## Estimating site charges by counting neighbours

Ansatz 0.2.0, scalar-relativistic PBE with PAW, no spin polarization, for the six-atom cell of InGa2P3 (P-3m1) at fixed atoms; plane-wave cutoff 420 eV, 12×12×4 k mesh, Gaussian smearing of 0.1 eV. The s, p and d electrons are Löwdin populations summed by atom and angular momentum, with zero for a shell that the PAW dataset lacks.

```
row  bader charge (e)  element  s electrons (e)  p electrons (e)  d electrons (e)
  1             0.853       In            1.139            1.595            9.983
  2             0.767       Ga            1.200            1.792            9.989
  3             0.767       Ga            1.200            1.792            9.989
  4            -0.825        P            1.493            3.597            0.000
  5            -0.825        P            1.493            3.597            0.000
  6            -0.736        P            1.495            3.482            0.000
```

The column "bader charge" gives the charge of each atom in units of the elementary charge e, positive where the atom has lost electrons. It is found by dividing the computed electron density among the atoms along surfaces where the density is lowest between them. Indium and gallium come out positive and phosphorus negative, as expected. Less obvious is that the phosphorus atoms differ: rows 4 and 5 carry −0.825 e, row 6 only −0.736 e. Rows 2 and 3 are equivalent by symmetry, and so are rows 4 and 5.

### Why the neighbours matter

The atomic positions show how the surroundings of the phosphorus sites differ. Every atom in this crystal has six neighbours of the opposite kind. The phosphorus of rows 4 and 5 touches three indium and three gallium atoms, while that of row 6 touches six gallium atoms. The more negative phosphorus is thus the one beside indium, which is also the more positive of the two metals.

Theory offers a likely reason. The valence p level of phosphorus lies lower in energy than those of indium and gallium, so the filled states that bind the crystal have more of their weight on phosphorus. Gallium holds its outer electrons slightly more tightly than indium, because they lie in a smaller shell, closer to the nucleus. A phosphorus atom should therefore draw a little more charge from an indium neighbour than from a gallium neighbour.

The shell populations agree with this picture. They come from a separate analysis, named after Löwdin, which projects the electrons onto atomic orbitals. Between the two kinds of phosphorus the s population hardly changes, while the p population rises from 3.482 in row 6 to 3.597 in rows 4 and 5. The additional charge sits in the p orbitals, which point towards the neighbours and take part most directly in the bonding.

### The rule

Suppose that each contact between a metal atom and phosphorus passes a fixed amount of charge, which depends only on the metal. Indium has six contacts, so its amount is its charge divided by six, 0.142 e. The same division for gallium gives 0.128 e. The charge of a phosphorus atom is then minus the sum of what its six neighbours pass to it.

For row 4, with three neighbours of each metal:

3 × 0.142 + 3 × 0.128 = 0.81, so the estimate is −0.81 e; the calculation gives −0.825 e.

For row 6, with six gallium neighbours:

6 × 0.128 = 0.77, so the estimate is −0.77 e; the calculation gives −0.736 e.

Neither worked row was used to set the two constants, which come from the metal rows alone. The amounts are a way of keeping accounts and should not be read as electron pairs in separate bonds. The cell has 24 valence s and p electrons (three from each metal atom, five from each phosphorus) for 18 contacts, which is fewer than two per contact.

### How good the estimate is

The metal rows are reproduced by construction, so only phosphorus can test the rule. There it misses by about 2% of the computed charge in rows 4 and 5 and by about 4% in row 6. A cruder rule with one amount for every contact makes all phosphorus atoms alike, and its misses are about twice as large. The printed output compares the two rules row by row.

These small percentages flatter the rule. The crystal is neutral, so once the metal charges are known, the total on phosphorus is known as well. What remains to be predicted is how that total is shared between the two kinds of phosphorus. The computed difference is 0.089 e and the rule gives 0.043 e: the right order, but only about half the size.

The weak point is the assumption that gallium passes the same amount to every phosphorus neighbour. Its three contacts to the phosphorus beside indium are about 0.04 Å shorter than its three contacts to the other kind. If the two sorts of contact are allowed different amounts, the shorter one must carry about 8% more to match the table. That version has as many constants as there are independent charges, so its agreement proves nothing. The shorter distance may be the cause, but this is a guess, since distance and surroundings change together here.

Dipole moments of small molecules show a similar weakness. If every C–Cl and C–H bond had a fixed dipole, chloromethane and chloroform would have equal moments, because of the tetrahedral geometry; in fact that of chloroform is only roughly half as large. Fixed contributions fail there because bonds on the same carbon atom influence one another. The comparison extends to the assumption of independent contacts and no further: in chloroform the effect falls short of the simple sum, whereas the difference between the phosphorus sites exceeds it.

### Where the rule stops

The two constants belong to Bader charges and should not be mixed with another definition. Charges obtained from the shell populations are much smaller, 0.28 e for indium instead of 0.85 e, and leave some electrons unassigned. They put the phosphorus sites in the same order, although the phosphorus of row 6 comes out slightly positive, at about 0.02 e. The rule cannot give that sign, but the sign itself means little: the unassigned electrons, about 0.16 e in the cell, would reverse it if they were shared equally among the six atoms. With constants taken from those charges, however, the rule slightly overestimates the difference between the sites instead of halving it. The order is therefore the safer result, and the size of the difference depends on how the density is divided.

Nor are these charges oxidation states. Indium carries less than a third of its formal charge of +3, because the electrons are shared and not handed over. Once the metal charges of this cell are known, the rule can tell which phosphorus site is richer in electrons and give the charge of each to within about 0.03 e. It cannot give a reliable value for a difference between sites as small as the one found here.

The number of neighbours sets the most important limit. Since every site has six, the table cannot show whether the charge of an atom really grows with its number of contacts. Ordinary GaP and InP have four neighbours per atom and are semiconductors, whereas this cell is metallic in the calculation and has not been shown to be a stable form, so the constants should not be carried over to them. Within six-fold coordination, the reasoning suggests that phosphorus becomes more negative as indium replaces gallium around it, though the table contains only two such surroundings.

Numerical output:

```
charge passed per In-P contact, from the In row (e): 0.1422
charge passed per Ga-P contact, from the Ga rows (e): 0.1278
charge per contact if all contacts are equal (e): 0.1326
Bader charges and estimates (e):
  row  computed    rule  rule_miss  equal_miss  Loewdin_charge
    1     0.853   0.853          0     -0.0575           0.283
    2     0.767   0.767  -1.11e-16      0.0285           0.019
    3     0.767   0.767  -1.11e-16      0.0285           0.019
    4    -0.825   -0.81      0.015      0.0295           -0.09
    5    -0.825   -0.81      0.015      0.0295           -0.09
    6    -0.736  -0.767     -0.031     -0.0595           0.023
largest miss of the rule on P, percent of the charge: 4.212
Bader contrast, P with In neighbours less P with Ga only (e): -0.089
same contrast by the rule (e): -0.043
share of the Bader contrast that the rule gives: 0.4831
Loewdin contrast of the same P sites (e): -0.113
Loewdin contrast by the same rule from Loewdin cation charges (e): -0.132
Loewdin charge left unassigned in the cell (e): 0.164
three-constant bookkeeping, shorter Ga-P contact (e): 0.1328
three-constant bookkeeping, longer Ga-P contact (e): 0.1227
excess of the shorter over the longer contact (percent): 8.288
shorter Ga-P distance (angstrom): 2.576
longer Ga-P distance (angstrom): 2.611
In-P distance (angstrom): 2.755
In Bader charge as percent of the formal +3: 28.43
```
